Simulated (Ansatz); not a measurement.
# Si2H2O3: the cost of one run

Program: Ansatz 0.2.0. Level of theory: DFT, PBE, plane-wave PAW, default files, scalar-relativistic, as far as a step names no other. These are calculated values, not measurements.

### 1 The system as given

It takes space group R-3 (No. 148, trigonal). The conventional cell has a = 9.464 Å, b = 9.464 Å, c = 15.509 Å, α = 90.00°, β = 90.00°, γ = 120.00°. Si (site symmetry 1) is surrounded by 1 H at 1.47 Å and 3 O at 1.64 Å. Si (site symmetry 3) has 1 H at 1.47 Å and 3 O at 1.64 Å as nearest neighbours. H (site symmetry 1) is surrounded by 1 Si at 1.47 Å. Around H (site symmetry 3) lie 1 Si at 1.47 Å. Around O (site symmetry 1) lie 2 Si at 1.64 Å.

As a file:

```
Si H O
1.0
     4.73205    2.73205    5.16977
    -4.73205    2.73205    5.16977
     0.00000   -5.46410    5.16977
Si H O
8 8 12
Direct
  0.76616 0.65818 0.25153
  0.25153 0.76616 0.65818
  0.65818 0.25153 0.76616
  0.23384 0.34182 0.74847
  0.74847 0.23384 0.34182
  0.34182 0.74847 0.23384
  0.67594 0.67594 0.67594
  0.32406 0.32406 0.32406
  0.90935 0.74373 0.11692
  0.11692 0.90935 0.74373
  0.74373 0.11692 0.90935
  0.09065 0.25627 0.88309
  0.88309 0.09065 0.25627
  0.25627 0.88309 0.09065
  0.77068 0.77068 0.77068
  0.22931 0.22931 0.22931
  0.30132 0.54324 0.23116
  0.54324 0.23116 0.30132
  0.23116 0.30132 0.54324
  0.69868 0.45676 0.76884
  0.45676 0.76884 0.69868
  0.76884 0.69868 0.45676
  0.25310 0.80838 0.43533
  0.80838 0.43533 0.25310
  0.43533 0.25310 0.80838
  0.74690 0.19162 0.56467
  0.19162 0.56467 0.74690
  0.56467 0.74690 0.19162
```

### 2 Gradients at the starting positions

The input, input.yaml:

```yaml
crystal:
  lattice:
    - [4.7320478978, 2.7320491276, 5.1697733289]
    - [-4.7320478978, 2.7320491276, 5.1697733289]
    - [0.0, -5.4640982552, 5.1697733289]
  atoms:
    - { symbol: Si, position: [0.76616, 0.658181, 0.25153] }
    - { symbol: Si, position: [0.25153, 0.76616, 0.658181] }
    - { symbol: Si, position: [0.658181, 0.25153, 0.76616] }
    - { symbol: Si, position: [0.23384, 0.341819, 0.74847] }
    - { symbol: Si, position: [0.74847, 0.23384, 0.341819] }
    - { symbol: Si, position: [0.341819, 0.74847, 0.23384] }
    - { symbol: Si, position: [0.675939, 0.675939, 0.675939] }
    - { symbol: Si, position: [0.324061, 0.324061, 0.324061] }
    - { symbol: H, position: [0.909349, 0.743726, 0.116915] }
    - { symbol: H, position: [0.116915, 0.909349, 0.743726] }
    - { symbol: H, position: [0.743726, 0.116915, 0.909349] }
    - { symbol: H, position: [0.090651, 0.256274, 0.883085] }
    - { symbol: H, position: [0.883085, 0.090651, 0.256274] }
    - { symbol: H, position: [0.256274, 0.883085, 0.090651] }
    - { symbol: H, position: [0.770685, 0.770685, 0.770685] }
    - { symbol: H, position: [0.229315, 0.229315, 0.229315] }
    - { symbol: O, position: [0.301318, 0.543242, 0.231159] }
    - { symbol: O, position: [0.543242, 0.231159, 0.301318] }
    - { symbol: O, position: [0.231159, 0.301318, 0.543242] }
    - { symbol: O, position: [0.698682, 0.456758, 0.768841] }
    - { symbol: O, position: [0.456758, 0.768841, 0.698682] }
    - { symbol: O, position: [0.768841, 0.698682, 0.456758] }
    - { symbol: O, position: [0.253096, 0.808384, 0.435329] }
    - { symbol: O, position: [0.808384, 0.435329, 0.253096] }
    - { symbol: O, position: [0.435329, 0.253096, 0.808384] }
    - { symbol: O, position: [0.746904, 0.191616, 0.564671] }
    - { symbol: O, position: [0.191616, 0.564671, 0.746904] }
    - { symbol: O, position: [0.564671, 0.746904, 0.191616] }
kpoints:
  mp_grid: { grid: [5, 5, 5] }
scf:
  occupations: { method: fermi_dirac, width: 0.05 }
hamiltonian:
  xc: pbe
  pseudopotentials: { kind: paw }
output:
  forces: true
  stress: true
  populations: true
  efg:
    quadrupole_moments_barn: { H: 0.00285783, O: -0.02558 }
    contact_densities: true
  write_density: true
  write_potential: true
  elf: true
  volumetric_format: npy
```

Started as:

```console
$ ansatz run input.yaml --threads 1 --pin off --max-ram 2560MiB --backend cpu --events-out ev --progress --plain --runs-dir out
```

What time and memory should one allow on 1 thread of Arm Neoverse V1, shared host?

About 1.9 min, with a peak of 0.91 GiB.
